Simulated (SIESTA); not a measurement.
Runs of SIESTA 5.4.2 on SnSe. Symmetry: Pnma, No. 62, orthorhombic system. Conventional cell: a = 11.420 Å, b = 4.190 Å, c = 4.460 Å, α = 90.00°, β = 90.00°, γ = 90.00°. Sn (site symmetry m) has 3 Se at 2.69 to 2.83 Å as nearest neighbours. Se (site symmetry m) has 3 Sn at 2.69 to 2.83 Å as nearest neighbours. 

| task | level | potentials or basis | cell | optimiser | force tolerance | gap on the mesh (eV) | pressure (GPa) | relaxed volume (Å³/atom) | largest force (eV/Å) |
| --- | --- | --- | --- | --- | --- | --- | --- | --- | --- |
| band structure | PBEsol | PseudoDojo 0.4 standard (PBEsol files), DZP (energy shift 0.003 Ry; two zetas on semicore shells) | as given | - | - | (a) | 1.0 | - | 0.63 |
| relaxation of cell and atoms | PBE | PseudoDojo 0.4 standard (PBE files), DZP (energy shift 0.003 Ry; two zetas on semicore shells) | relaxed | CG | 0.02 eV/Å | 0.55 | 0.0 | (b) | 0.01 |
| band structure | vdW-DF-cx | PseudoDojo 0.4 standard (PBE files), DZP (energy shift 0.003 Ry; two zetas on semicore shells) | as given | - | - | 0.56 | 2.1 | - | 0.68 |
| relaxation of cell and atoms | LDA | PseudoDojo 0.4 standard (LDA files), DZP (energy shift 0.003 Ry; two zetas on semicore shells) | relaxed | - | 0.02 eV/Å | 0.31 | 0.0 | 25.60 | 0.01 |

Alike in all rows: no spin polarisation; k mesh 3 × 6 × 6; smearing fermi-dirac 0.05 eV; grid cutoff 500 Ry; energy shift 0.003 Ry.

Question: Fill in the values left out.

Answer: (a) 0.49; (b) 28.14.

Caveats: spin-orbit coupling is left out, which moves the levels of the heavy elements; the basis of atomic orbitals isn't converged, which shifts pressures, moduli and gaps; an odd mesh through Γ misses points on the zone boundary, where band edges often lie (some runs); the potentials were made for another functional, which shifts forces and pressure (some runs).

A k mesh can miss the band edges, and the runs leave out spin-orbit coupling on Se, Sn.
